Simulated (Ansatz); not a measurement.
The system is Si.

```
Si
1.0
    -3.33608    3.33608    3.33608
     3.33608   -3.33608    3.33608
     3.33608    3.33608   -3.33608
Si
6
Direct
  0.50000 0.75000 0.25000
  0.25000 0.75000 0.50000
  0.25000 0.50000 0.75000
  0.50000 0.25000 0.75000
  0.75000 0.50000 0.25000
  0.75000 0.25000 0.50000
```

This isn't the form of Si at room conditions, which is diamond.

| Quantity | Value |
| --- | --- |
| Program | Ansatz 0.2.0 |
| Task | single point |
| Functional | PBE |
| Potentials or basis | Ansatz PAW |
| Cutoff | 420 eV (not typed: the program's choice for these potentials) |
| k mesh | 6 × 6 × 6 |
| Occupations | fermi-dirac, width 0.05 eV |
| Spin | no spin polarisation |

On this cell: pressure 2.0 GPa; largest force zero by symmetry; band gap on the k mesh 0.12 eV, indirect (least direct gap 0.35 eV).

The same run follows on a disturbed copy (atoms moved at random, drawn with an rms of 0.05 Å):

```
Si
1.0
    -3.33608    3.33608    3.33608
     3.33608   -3.33608    3.33608
     3.33608    3.33608   -3.33608
Si
6
Direct
  0.50111 0.75166 0.25215
  0.24558 0.74916 0.49462
  0.25694 0.50591 0.75117
  0.50100 0.24745 0.74328
  0.75121 0.50481 0.24965
  0.75148 0.25699 0.49865
```

What changes?

The energy moves by +3.8 meV/atom; pressure 2.0 GPa; largest force 0.459 eV/Å; band gap on the k mesh none (metal or under the smearing width).

Forces on the atoms (eV/Å):
```
Si   0.059 -0.209  0.280
Si   0.046  0.219  0.119
Si  -0.020 -0.090 -0.211
Si   0.455  0.033 -0.050
Si  -0.261 -0.256 -0.124
Si  -0.280  0.303 -0.014
```

Stress tensor (GPa, compression positive):
```
 1.80 -0.33 -0.45
-0.33  1.84 -0.11
-0.45 -0.11  2.28
```
